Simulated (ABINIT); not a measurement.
Li:

```
CELL_PARAMETERS angstrom
-1.75465 1.75465 1.75465
1.75465 -1.75465 1.75465
1.75465 1.75465 -1.75465
ATOMIC_POSITIONS crystal
Li 0.00000 0.00000 0.00000
```

Base run:

- Program: ABINIT 10.8.3 (patched build)
- Functional: LDA
- Potentials or basis: JTH PAW LDA v2.0
- Cutoff: 408 eV
- k mesh: 14 × 14 × 14
- Occupations: fermi-dirac, width 0.05 eV
- Spin: no spin polarisation

Its results: band gap on the k mesh none (metal or under the smearing width); pressure -1.5 GPa.

Question: The run is repeated on the same cell with these changes: k mesh from 14 × 14 × 14 to 4 × 4 × 4. What comes out?

Answer: Band gap on the k mesh none (metal or under the smearing width); pressure -1.0 GPa.

Caveats: some runs use coarse meshes.
